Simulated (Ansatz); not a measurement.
**PtSe2 (P-3m1), a sublattice moved along a line**

Level of theory: DFT PBEsol, scalar-relativistic, plane waves, PAW in Ansatz. Cutoff 420 eV, Γ-centred 12×12×10 k-points, Gaussian smearing of 0.15 eV. Spin–orbit coupling is left out, which can shift energies with elements as heavy as these. No spin polarisation. Energies are free energies at this smearing, counted from the undisturbed cell; pressure is positive in compression.

The undisturbed cell (as given, not relaxed at this level; it stands at 2.1 GPa):

```xyz
3
Lattice="3.7240 0.0000 0.0000 -1.8620 3.2251 0.0000 0.0000 0.0000 5.0620" Properties=species:S:1:pos:R:3 pbc="T T T"
Pt    0.0000    0.0000    0.0000
Se    0.0000    2.1501    1.2655
Se    1.8620    1.0750    3.7965
```

Every Pt atom is moved by x along the Cartesian unit vector (-0.746, -0.431, 0.507); the cell and all other atoms stay fixed. The cell is metallic on the mesh throughout.

Q: Over the sampled range (-0.1000 to 0.0750), is the undisturbed cell the lowest point?

A: Yes, every other sampled point lies higher.

The scan:

| x (Å) | ΔE (meV/cell) |
| --- | --- |
| -0.1000 | 80.4 |
| -0.0500 | 20.0 |
| 0.0000 | 0.0 |
| 0.0750 | 45.0 |